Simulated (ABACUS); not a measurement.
A run of ABACUS 3.10.1:

INPUT

```
INPUT_PARAMETERS
suffix              KCl
calculation         cell-relax
basis_type          pw
pseudo_dir          ./
symmetry            1
dft_functional      pbesol
ecutwfc             40
pseudo_rcut         10
nspin               1
nbands              12
ks_solver           dav
smearing_method     fd
smearing_sigma      0.00367493
scf_thr             1e-08
scf_nmax            100
mixing_type         broyden
mixing_beta         0.7
cal_force           1
cal_stress          1
ecutrho             320
relax_nmax          60
force_thr_ev        0.01
relax_method        cg
out_stru            1
stress_thr          0.2
kpar                4
```

File STRU:

```
ATOMIC_SPECIES
K 39.0983 k_pbesol_v1.4.uspp.F.UPF
Cl 35.4500 cl_pbesol_v1.4.uspp.F.UPF

LATTICE_CONSTANT
1.8897261246

LATTICE_VECTORS
0.0000000000 3.1464700000 3.1464700000
3.1464700000 0.0000000000 3.1464700000
3.1464700000 3.1464700000 0.0000000000

ATOMIC_POSITIONS
Direct

K
0.0
1
0.0000000000 0.0000000000 0.0000000000 1 1 1

Cl
0.0
1
0.5000000000 0.5000000000 0.5000000000 1 1 1
```

Contents of KPT:

```
K_POINTS
0
Gamma
6 6 6 0 0 0
```

Potentials or basis: GBRV ultrasoft 1.5 PBEsol, plane waves.

The run is started by

```sh
$ OMP_NUM_THREADS=1 mpirun -np 4 abacus > log
```

Hardware: 4 MPI ranks on AMD EPYC 9R45 96-Core Processor (Zen 5) (shared host).

How long does it take, and how much memory?

Run time: 39 s on 4 MPI ranks on AMD EPYC 9R45 96-Core Processor (Zen 5) (shared host), peak memory 0.84 GiB a rank. Counts: scf iterations 16, k points 16, bands 12, ion steps 3, ranks 4.
